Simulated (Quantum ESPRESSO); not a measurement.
**Nb under changes of volume**

One of the cells (18.428 Å³/atom); the others are scaled copies at fixed shape and fractional positions:

```
Nb
1.0
    -1.66395    1.66395    1.66395
     1.66395   -1.66395    1.66395
     1.66395    1.66395   -1.66395
Nb
1
Cartesian
  0.0000 0.0000 0.0000
```

* Program: Quantum ESPRESSO 7.5
* Functional: r2SCAN
* Potentials or basis: SG15 PBE 1.2
* Cutoff: 952 eV
* Density cutoff: 3810 eV
* k mesh: 8 × 8 × 8
* Occupations: fermi-dirac, width 0.05 eV
* Spin: no spin polarisation

```tsv
volume (Å³/atom)	energy over the lowest point (meV/atom)	pressure (GPa)
17.322	18.96	7.9
17.691	4.66	3.5
18.060	0.00	-0.5
18.428	4.15	-4.1
18.797	?	?
19.165	35.75	-10.4
19.534	61.87	-13.1
```

Q: What does the run at 18.797 Å³/atom give?

A: Energy over the lowest point 16.31 meV/atom; pressure -7.4 GPa.

Worked out: A Birch-Murnaghan fit of order 3 (a polynomial in V^(-2/3)) to the other rows has its minimum at 18.06 Å³/atom with B0 = V·E''(V) = 187 GPa and B' = 3.6. It gives 16.32 meV/atom at 18.797 Å³/atom, against the run's 16.31, and -dE/dV = -6.9 GPa, against -7.4.

Energies are extrapolated to zero smearing.

Caveats: the potentials were made for another functional, which shifts forces and pressure.
